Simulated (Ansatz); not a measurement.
ZrO2 (started from an entry of an open crystallographic database): a single-point calculation in the plane-wave code Ansatz (PBE0). The geometry is the r2SCAN minimum.

Input file:
```yaml
crystal:
  lattice:
    - [3.6010266379, 0.0, 0.0]
    - [0.0, 3.6010266379, 0.0]
    - [0.0, 0.0, 5.227183601]
  atoms:
    - { symbol: Zr, position: [0.0, 0.0, 0.0] }
    - { symbol: Zr, position: [0.5, 0.5, 0.5] }
    - { symbol: O, position: [0.0, 0.5, 0.1969684769] }
    - { symbol: O, position: [0.0, 0.5, 0.6969684769] }
    - { symbol: O, position: [0.5, 0.0, 0.3030315231] }
    - { symbol: O, position: [0.5, 0.0, 0.8030315231] }
kpoints:
  mp_grid: { grid: [4, 4, 4] }
  band_path:
    path:
      - [0.0, 0.0, 0.0]
      - [0.0, 0.5, 0.0]
      - [0.5, 0.5, 0.0]
      - [0.0, 0.0, 0.5]
      - [0.0, 0.5, 0.5]
      - [0.5, 0.5, 0.5]
      - [0.223958, 0.223958, 0.0]
    npoints: 1
hamiltonian:
  xc: pbe0
scf:
  occupations: { method: fixed }
  n_extra_bands: 5
output:
  forces: true
  stress: true
  eigenvalues: true
  write_density: true
  write_potential: true
  elf: true
  volumetric_format: npy
```

Command: `ansatz run input.yaml --threads 4 --pin off --max-ram 7372MiB --backend cpu --events-out ev --progress --plain --runs-dir out`. It took 41 s on 4 threads of Arm Neoverse V1 (shared host); peak host memory 1.3 GiB.

Problem. What will the output look like, and what does it show?

Solution. What the program printed (shortened):
```
scf.n_extra_bands = 5 over 24 filled bands (N_el = 48.0): the run solves 29 bands
Pseudopotential: Zr, paw, valence charge 12, recommended cutoff 420 eV (normal)
Pseudopotential: O, paw, valence charge 6, recommended cutoff 420 eV (normal)
Functional definition: PBE0
Crystal: 6 atoms, lattice volume = 67.783 Å³
Basis set: ecut = 420 eV, 1297 PW (Γ)
Symmetry: 16 space group operations
Space group: P42/nmc (ITA 137)
k-points: 18 of 64
[warm-up without exact exchange]
SCF iter   1: HF=-10647.828651 eV  Δρ=3.74e-3  dr2=3.36e-3
SCF iter   2: HF=-10647.832014 eV  Δρ=2.52e-3  dr2=2.82e-3
SCF iter   3: HF=-10647.831504 eV  Δρ=1.13e-3  dr2=2.30e-4
SCF 1 stopped early in 3 iterations: F = -10647.831553 eV  dr2 = 2.30e-4
[exact exchange on]
SCF iter   1: HF=-10652.018273 eV  Δρ=1.38e-2  dr2=2.04e-1
preconditioner: auto → none  [insulator: Δε(μ)=6.830 eV  ℏωp=29.9 eV]
SCF iter   2: HF=-10651.957193 eV  Δρ=9.97e-3  dr2=3.56e-2
SCF iter   3: HF=-10651.984956 eV  Δρ=3.87e-3  dr2=8.77e-3
SCF iter   4: HF=-10651.981689 eV  Δρ=1.58e-3  dr2=1.35e-3
SCF iter   5: HF=-10651.985753 eV  Δρ=1.66e-3  dr2=1.88e-3
SCF iter   6: HF=-10651.985173 eV  Δρ=1.77e-4  dr2=1.48e-5
SCF 2 stopped early in 6 iterations: F = -10651.985168 eV  dr2 = 1.48e-5
hybrid outer 1: dexx = +4.644e-2 eV, tail = 7.39e-5 eV
SCF iter   1: HF=-10651.985209 eV  Δρ=1.64e-4  dr2=1.81e-5
SCF iter   2: HF=-10651.985203 eV  Δρ=2.32e-5  dr2=4.36e-7
SCF iter   3: HF=-10651.985207 eV  Δρ=3.41e-5  dr2=8.42e-7
SCF iter   4: HF=-10651.985207 eV  Δρ=2.65e-6  dr2=1.81e-8
SCF iter   5: HF=-10651.985207 eV  Δρ=4.74e-6  dr2=1.62e-8
SCF iter   6: HF=-10651.985207 eV  Δρ=4.23e-7  dr2=1.67e-9
SCF iter   7: HF=-10651.985207 eV  Δρ=1.44e-6  dr2=1.58e-9
SCF 3 converged in 7 iterations: F = -10651.985207 eV  dr2 = 1.58e-9
hybrid outer 2: dexx = +4.850e-6 eV, tail = 2.03e-8 eV, Δε = 2.06e-3 eV, ΔF = 3.21e-3 eV/Å
Free energy (F): -10651.985207 eV
Fermi energy:    9.648086 eV
--- Forces (eV/Å), atoms counted from 1 ---
  atom   1  Zr      0.00000      0.00000      0.00000
  atom   2  Zr      0.00000      0.00000      0.00000
  atom   3  O       0.00000      0.00000    -0.03749
  atom   4  O       0.00000      0.00000    -0.03749
  atom   5  O       0.00000      0.00000      0.03749
  atom   6  O       0.00000      0.00000      0.03749
--- Stress (GPa, compression-positive) ---
       -2.583417       0.000000       0.000000
        0.000000      -2.583417       0.000000
        0.000000       0.000000      -2.491031
  P = ⅓ Tr σ = -2.5526 GPa (-25.526 kbar)
```
Only the leading digits can be foreseen; the rest is this run's record.

bands.tsv, columns around the gap (it counts bands from 0):
```tsv
# k_distance	band_19	band_20	band_21	band_22	band_23	band_24	band_25	band_26	band_27
# fermi_ev = 9.648086
# [0, 0, 0] at k_distance = 0.000000
# [0, 0.5, 0] at k_distance = 0.872416
# [0.5, 0.5, 0] at k_distance = 1.744832
# [0, 0, 0.5] at k_distance = 3.117214
# [0, 0.5, 0.5] at k_distance = 3.989630
# [0.5, 0.5, 0.5] at k_distance = 4.862045
# [0.223958, 0.223958, 0] at k_distance = 5.770440
# levels_relative_to = fermi_ev
0.000	-1.412	-0.734	-0.168	-0.087	-0.087	6.469	6.985	7.814	7.825
0.872	-2.181	-1.521	-1.521	-0.137	-0.137	6.878	6.878	7.909	7.909
1.745	-1.147	-0.855	-0.855	-0.440	-0.440	7.674	7.674	7.954	7.954
3.117	-2.864	-0.625	-0.625	0.000	0.000	7.080	7.080	7.721	7.721
3.990	-1.962	-1.410	-1.410	-0.931	-0.931	7.004	7.004	7.346	7.346
4.862	-1.941	-1.558	-1.558	-0.056	-0.056	7.695	7.695	8.212	8.212
5.770	-1.941	-1.008	-0.374	-0.165	-0.008	7.341	7.514	7.606	7.728
```
In order the rows are Γ, X, M, Z, R, A, M–Γ (0.55).

Planar averages along the third cell vector, from rho_z.tsv and v_z.tsv (valence density with its augmentation; electrostatic potential energy of an electron, of which only differences have a meaning):

| z (Å) | ρ (e/Å³) | v_es (eV) |
| --- | --- | --- |
| 0.00 | 0.672 | 1.08 |
| 0.29 | 0.660 | 2.79 |
| 0.44 | 0.633 | 4.13 |
| 0.73 | 0.654 | 6.55 |
| 0.87 | 0.721 | 7.33 |
| 1.16 | 0.848 | 6.98 |
| 1.31 | 0.871 | 6.91 |
| 1.60 | 0.792 | 7.29 |
| 1.74 | 0.721 | 7.33 |
| 2.03 | 0.621 | 5.35 |
| 2.18 | 0.633 | 4.13 |
| 2.47 | 0.672 | 1.53 |
| 2.61 | 0.672 | 1.08 |
| 2.90 | 0.660 | 2.79 |
| 3.05 | 0.633 | 4.13 |
| 3.34 | 0.654 | 6.55 |
| 3.48 | 0.721 | 7.33 |
| 3.78 | 0.848 | 6.98 |
| 3.92 | 0.871 | 6.91 |
| 4.21 | 0.792 | 7.29 |
| 4.36 | 0.721 | 7.33 |
| 4.65 | 0.621 | 5.35 |
| 4.79 | 0.633 | 4.13 |
| 5.08 | 0.672 | 1.53 |

The PBE0 gap is indirect, 6.47 eV (Z to Γ), below the direct gap of 6.56 eV at Γ. The mean pressure at these positions is -2.6 GPa, compression counted positive. The stress of a hybrid is loosely converged here. The largest force is 0.04 eV/Å.

Calculated for a static, non-magnetic cell.

The meshes of the hybrids are coarse, so their gaps aren't converged to the digits shown.
